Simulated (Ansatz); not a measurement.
Run this with Ansatz 0.2.0 through its Python package and show what comes out.

`ecut_bao.py`:
```python
"""Cutoff test for BaO."""

import warnings

import ansatz as az
import pandas as pd

warnings.simplefilter("ignore", az.DeckWarning)

xtal = (
    az.Lattice.of((0.0, 2.75, 2.75), (2.75, 0.0, 2.75), (2.75, 2.75, 0.0))
    .atom("Ba", (0.0, 0.0, 0.0))
    .atom("O", (0.5, 0.5, 0.5))
)

base = (
    xtal.calculation()
    .scf(tolerance=1e-07, max_iterations=100, algorithm="direct_min")
    .functional("revpbe")
    .occupations("fixed")
    .kpoints(spacing=0.52)
    .band_table()
)

rows = []
for value in [300, 350, 400, 450]:
    summary = base.basis(value).run(threads=1).report
    rows.append((value, summary["free_energy_ev"] / len(summary["lattice"]["sites"]), summary["n_iterations"], summary["gap_by_band_count_ev"], summary["n_pw"]))

table = pd.DataFrame(rows, columns=["cutoff (eV)", "F/atom (eV)", "iterations", "gap by band count (eV)", "plane waves"])
print(table.round(5).to_string(index=False))

# the last row is the reference
for row in rows[:-1]:
    shift = 1000 * (row[1] - rows[-1][1])
    print(f"{row[0]}: {shift:+.2f} meV/atom" + ("  (within 1 meV)" if abs(shift) < 1 else ""))
```

```console
$ python ecut_bao.py
 cutoff (eV)  F/atom (eV)  iterations  gap by band count (eV)  plane waves
         300  -3263.56706           5                 2.04035          531
         350  -3263.74804           5                 2.06226          609
         400  -3263.78498           6                 2.05590          749
         450  -3263.79063           5                 2.05614          893
300: +223.57 meV/atom
350: +42.60 meV/atom
400: +5.66 meV/atom
```

Caveats:
- Semilocal gaps usually lie well under measured ones.
- The k-point mesh is coarse, and energy and stress weren't tested for convergence.
- The structure is a deposited one; some such entries were measured under pressure or heat, so a shift against it needn't be the functional's error alone.
- Levels are Kohn-Sham eigenvalues on this mesh, without spin-orbit coupling.
- Shifts are counted from the last row, which is itself no proven limit.
- The script silences the warnings on its input, which a real study should read.
- Hardware and time: 3.5 s on 1 thread of Intel(R) Xeon(R) Platinum 8375C CPU @ 2.90GHz (Ice Lake), with other jobs on the host, peak memory 0.4 GiB.

(Lines on the test bed's own set-up are left out of the output.)
